A static electric field polarises diamond by mixing empty states into the filled ones, and it draws on the whole range of vertical transitions, not only on the cheapest. Let one mean transition energy $\bar E$ stand for them all. The dielectric constant $\varepsilon$ then follows from

$$\varepsilon-1=\left(\frac{\hbar\omega_p}{\bar E}\right)^2,$$

where the plasma energy $\hbar\omega_p$ depends only on how densely the valence electrons are packed.

Four valence electrons per carbon atom give a plasma energy of 31.2 eV. The PBE dielectric constant of 5.849 then requires $\bar E=31.19/\sqrt{4.849}\approx14.2$ eV, far above the direct gap of 5.59 eV in the same run. This mean also absorbs the local fields inside the cell and the response of exchange and correlation, so it is not a level spacing to look for in a spectrum. It does show that the band edge is a small part of the story, and that an error in the gap reaches the dielectric constant only in diluted form.

Diamond in its two-atom cell, held at 5.67 Å³ per atom, from non-spin-polarised Kohn–Sham DFT in VASP and Ansatz with the functional named in each row and a 13×13×13 k mesh. The basis column gives the plane-wave cutoff, and the dielectric mean is one third of the trace of the electronic (clamped-atom) dielectric tensor.

```
    method  rung      program                                      potentials   basis            smearing  dielectric mean
       LDA   LDA         VASP            VASP PAW LDA potentials, recommended  520 eV  Fermi-Dirac 0.05eV            5.805
       PBE   GGA         VASP            VASP PAW PBE potentials, recommended  520 eV  Fermi-Dirac 0.05eV            5.849
    PBE-D3   GGA         VASP                   VASP PAW PBE potentials, hard  900 eV     gaussian 0.05eV            5.842
    PBEsol   GGA  Ansatz LAPW  all electron PAW datasets made for the crystal  600 eV           fixed 0eV            5.889
    PBEsol   GGA         VASP            VASP PAW PBE potentials, recommended  520 eV  Fermi-Dirac 0.05eV            5.887
optB88-vdW   GGA         VASP                   VASP PAW PBE potentials, soft  400 eV  Fermi-Dirac 0.02eV            5.770
 vdW-DF-cx   GGA         VASP            VASP PAW PBE potentials, recommended  520 eV      gaussian 0.1eV            5.886
```

The column "dielectric mean" is the average of the dielectric tensor for clamped atoms. In diamond it is also the full static value of the rigid crystal, because two equivalent carbon atoms carry no opposite charges that a field could pull apart. Every value lies above the measured one, roughly 5.7, by one to three per cent. The indirect gaps of the same runs lie 21 to 27 per cent below the measured gap of roughly 5.5 eV. It is tempting to connect the two errors: gap too small, electrons too easily polarised, dielectric constant too large.

The first two rows already resist this reading. LDA has a slightly smaller direct gap than PBE, so it should polarise more easily, yet its dielectric constant is lower by 0.044. Something other than the gap has changed between them. It may be the shape of the orbitals, the higher transitions or the exchange-correlation response, and the LDA run also uses its own potentials; the table does not separate these.

The next three rows show how much the settings matter. PBE-D3 adds to PBE an energy that depends only on where the atoms sit, so at a fixed structure it leaves the electrons as they were. Its difference of 0.007 from PBE therefore reflects the harder potential and the higher cutoff, not dispersion. The two PBEsol runs, from VASP and Ansatz, differ by only 0.002. The table labels the Ansatz row LAPW, but that run used PAW datasets, so the agreement is between two PAW calculations with separately made datasets, not between PAW and LAPW. The step from LDA to PBEsol in VASP is 0.082, with direct gaps that are almost equal.

PBEsol by itself would seem to rescue the gap rule. Its direct gap is a little smaller than that of PBE and its dielectric constant a little larger, by an amount that the simple model nearly reaches if the total oscillator strength is kept. The last row shows why such agreement should not be trusted. vdW-DF-cx shares its potentials and cutoff with PBE and has almost the same direct gap, yet its dielectric constant is higher by 0.037, about as much as that of PBEsol. The indirect gap does no better as a guide. Relative to PBE it falls by 0.04 eV in vdW-DF-cx and by 0.13 eV in PBEsol, while the two dielectric constants rise almost equally. The column "rung" files it and optB88-vdW under GGA, but both add a nonlocal correlation to gradient-corrected exchange.

Between these rows stands optB88-vdW, with the largest gap and the lowest dielectric constant, 5.770. This is the order that the gap rule predicts, and it is also the value closest to experiment. But this run alone combines a soft potential with a cutoff of 400 eV, so the functional cannot be credited with the whole change. Its excess over the measured value is, besides, hardly larger than the uncertainty of a reference known here to two figures.

A sharper test is to repair the gap and see where the dielectric constant goes. Suppose that all empty states are raised by the same energy $\Delta$ while the orbitals stay as they are. The dipole strengths are then unchanged and each transition merely costs more. In the model with one mean energy, $\varepsilon-1$ therefore shrinks by the factor $\bar E/(\bar E+\Delta)$. For PBE, $\Delta=1.36$ eV brings the indirect gap to 5.5 eV, and the estimate becomes

$$\varepsilon\approx1+4.849\times\frac{14.16}{14.16+1.36}\approx5.4.$$

The dielectric constant has passed the measured value and come out too low. If the orbitals instead adjust so that the total oscillator strength is kept, the factor is squared and the result falls to about 5.0. The other rows behave in the same way, as the output below shows; the model takes its mean energy from each row's own dielectric constant and has no further adjustable number. If the narrow gap were the whole cause of the excess, its repair would have led back to 5.7. The overshoot is how the failure can be recognised: the good dielectric constant does not rest on a good excitation spectrum.

Theory explains why the two quantities can part company. The static dielectric constant measures how the ground-state density yields to a weak field, and density functional theory is built to describe that density. The gap between Kohn–Sham levels has no such standing. Even the exact functional would not have to place it at the energy needed to remove an electron and add one elsewhere, because the exchange-correlation potential jumps when an electron is added.

The same point can be put in terms of real excitations. An electron lifted across the gap leaves a hole that attracts it, and this attraction strengthens the response of the crystal. The semilocal calculation has transitions that are too cheap but lacks most of this attraction, and the two errors work against each other. Raising the empty states removes only the first error, which is why the repaired value drops too far.

The small excess of the computed values may come partly from the functionals themselves. In a polarised insulator, the exact exchange-correlation potential can contain a part that depends on the polarisation of the whole crystal. Where this part opposes the applied field, it weakens the response. A semilocal functional sees only the density around each point, which looks nearly the same in every cell, and so it misses this part. An opposing part would account for the direction of the error; how much of the excess it explains here is untested. The measured constant also includes the effect of the atoms' zero-point motion, which these static runs leave out.

In practice, the semilocal dielectric constant of diamond can be used as it stands where an error of a few per cent is acceptable, but the gap from the same run cannot. A shift that repairs the gap should not be carried over to the dielectric constant unless the attraction between electron and hole is added as well. The dilution has its limits. In germanium semilocal functionals nearly close the gap, and the cheapest transitions can then add noticeably to the dielectric constant, so the small error found for diamond should not be assumed there.

Output of the analysis:

```
Errors against rough measured values:
         row  indirect gap eV  gap error percent  dielectric error percent  mean transition energy eV
         LDA            4.108             -25.31                     1.842                      14.23
         PBE            4.142             -24.69                     2.614                      14.16
      PBE-D3            4.151             -24.53                     2.491                      14.17
      PBEsol            4.017             -26.96                     3.316                      14.11
      PBEsol            4.012             -27.06                     3.281                      14.11
  optB88-vdW            4.337             -21.14                     1.228                      14.28
   vdW-DF-cx              4.1             -25.45                     3.263                      14.11
Change from PBE:
         row  direct gap eV  gap change eV  computed change  model fixed orbitals  model fixed oscillator sum
         LDA          5.542        -0.0474           -0.044               0.01628                     0.03262
         PBE           5.59              0                0                     0                           0
      PBE-D3          5.602         0.0121           -0.007             -0.004139                   -0.008274
      PBEsol          5.545        -0.0444             0.04               0.01525                     0.03055
      PBEsol          5.539        -0.0507            0.038               0.01742                      0.0349
  optB88-vdW          5.674         0.0838           -0.079              -0.02852                    -0.05687
   vdW-DF-cx          5.586        -0.0041            0.037              0.001404                    0.002809
Dielectric constant after opening the gap to 5.5 eV:
         row  gap shift eV  fixed orbitals  fixed oscillator sum
         LDA         1.392           5.377                 4.987
         PBE         1.358           5.425                 5.038
      PBE-D3         1.349           5.421                 5.037
      PBEsol         1.483           5.424                 5.003
      PBEsol         1.488           5.421                 4.999
  optB88-vdW         1.163           5.411                 5.079
   vdW-DF-cx           1.4           5.445                 5.044
Plasma energy of the valence electrons in eV: 31.19
Dielectric constant if all PBE transitions lay at the direct gap: 32.13
Spread of the dielectric constant over all rows: 0.119
PBEsol, Ansatz less VASP: 0.002
PBE less PBE-D3, a difference of settings: 0.007
VASP PBEsol less LDA, dielectric constant: 0.082
VASP PBEsol less LDA, direct gap in eV: -0.0033
```
